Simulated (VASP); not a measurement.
TePb: equation of state with PBEsol

TePb:

```
Pb Te
1.0
     0.00000    3.23100    3.23100
     3.23100    0.00000    3.23100
     3.23100    3.23100    0.00000
Pb Te
1 1
Direct
  0.00000 0.00000 0.00000
  0.50000 0.50000 0.50000
```

```yaml
Program: VASP 6.6.1
Task: equation of state
Functional: PBEsol
Potentials_or_basis: VASP PAW PBE potentials, release 64 (Pb_d, Te)
Cutoff: 520 eV
k_mesh: 7 × 7 × 7
Occupations: fermi-dirac, width 0.05 eV
Spin: no spin polarisation
Ladder: free
Further_INCAR_settings: ALGO = Normal; EDIFF = 1e-07; NBANDS = 17
```

```yaml
Equilibrium_volume: 33.43 Å³/atom
Bulk_modulus: 45 GPa
Pressure_derivative_of_the_bulk_modulus: 4.5
```

Energy against volume, from the lowest point:
| volume (Å³/atom) | energy (meV/atom) |
| --- | --- |
| 31.706 | 13.34 |
| 32.380 | 4.51 |
| 33.055 | 0.22 |
| 33.730 | 0.00 |
| 34.404 | 3.39 |
| 35.079 | 10.03 |
| 35.753 | 19.58 |

All runs of the series together: 4.2 min on 1 thread of Intel(R) Xeon(R) Platinum 8375C CPU @ 2.90GHz (Ice Lake), with other jobs on the host.

Caveat: the PAW data sets were made with another functional, which shifts forces and pressure a little. The run has no spin-orbit coupling, so splittings on Pb, Te are missing.
